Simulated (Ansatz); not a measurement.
CuO (Tenorite) under changes of volume

One of the cells (10.135 Å³/atom); the others are scaled copies at fixed shape and fractional positions:

```xyz
4
Lattice="2.3418 -1.7113 0.0000 2.3418 1.7113 0.0000 -0.8500 0.0000 5.0579" Properties=species:S:1:pos:R:3 pbc="T T T"
Cu    0.7459   -0.8557    2.5289
Cu    1.1709    0.8557    0.0000
O     1.7043    0.2793    3.7934
O     2.1293   -0.2793    1.2645
```

- Program: Ansatz 0.2.0
- Functional: PBEsol
- Dispersion: D4
- Potentials or basis: Ansatz PAW
- Cutoff: 420 eV (not typed: the program's choice for these potentials)
- k mesh: 10 × 10 × 5
- Occupations: fermi-dirac, width 0.05 eV
- Spin: no spin polarisation

| volume (Å³/atom) | energy over the lowest point (meV/atom) | pressure (GPa) | largest force (eV/Å) |
| --- | --- | --- | --- |
| 9.527 | 6.09 | 6.9 | 0.155 |
| 9.730 | ? | ? | ? |
| 9.932 | 0.00 | -1.7 | 0.298 |
| 10.135 | 4.47 | -5.3 | 0.361 |
| 10.338 | 13.21 | -8.4 | 0.418 |
| 10.540 | 25.76 | -11.3 | 0.470 |
| 10.743 | 41.67 | -13.8 | 0.518 |

Question: What does the run at 9.730 Å³/atom give?

Answer: Energy over the lowest point 0.33 meV/atom; pressure 2.3 GPa; largest force 0.230 eV/Å.

Worked out: A Birch-Murnaghan fit of order 3 (a polynomial in V^(-2/3)) to the other rows has its minimum at 9.84 Å³/atom with B0 = V·E''(V) = 194 GPa and B' = 4.7 at fixed shape and positions, which overstates the stiffness. It gives 0.33 meV/atom at 9.730 Å³/atom, against the run's 0.33, and -dE/dV = 2.3 GPa, against 2.3.

Energies are extrapolated to zero smearing.

Caveats: the run has no spin polarisation, though such a crystal can be magnetic; pairwise dispersion overbinds metals, which lowers pressure and volume; the PAW data sets come from PBE, with cores solved anew for the run's functional, which leaves a small shift of forces and pressure.
